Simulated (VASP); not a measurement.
## Mn3Sn: equation of state with PBE

Crystal: Mn3Sn.

```
CELL_PARAMETERS angstrom
0.00000 3.06050 3.06050
3.06050 0.00000 3.06050
3.06050 3.06050 0.00000
ATOMIC_POSITIONS crystal
Sn 0.00000 0.00000 0.00000
Mn 0.50000 0.50000 0.50000
Mn 0.25000 0.25000 0.25000
Mn 0.75000 0.75000 0.75000
```

Measurements of this composition are mostly on another form, of space group No. 194.

```
Program                : VASP 6.6.1
Task                   : equation of state
Functional             : PBE
Potentials or basis    : VASP PAW PBE potentials, release 64 (Sn_d, Mn_pv)
Cutoff                 : 520 eV
k mesh                 : 8 × 8 × 8
Occupations            : fermi-dirac, width 0.05 eV
Spin                   : collinear spin, ferromagnetic start
Starting moments       : [0.0, 4.0, 4.0, 4.0] μB
Further INCAR settings : ALGO = Normal; EDIFF = 1e-07; NBANDS = 38
```

* Equilibrium volume: 14.43 Å³/atom
* Bulk modulus: 132 GPa
* Pressure derivative of the bulk modulus: 3.7 (rough: it moves with the points fitted)

Energy against volume, from the lowest point:
| volume (Å³/atom) | energy (meV/atom) |
| --- | --- |
| 13.473 | 28.84 |
| 13.760 | 13.68 |
| 14.047 | 4.14 |
| 14.333 | 0.00 |
| 14.620 | 0.76 |
| 14.907 | 5.91 |
| 15.193 | 14.96 |

All runs of the series together: 15 min on 1 thread of Intel(R) Xeon(R) Platinum 8488C (Sapphire Rapids), on a shared host.
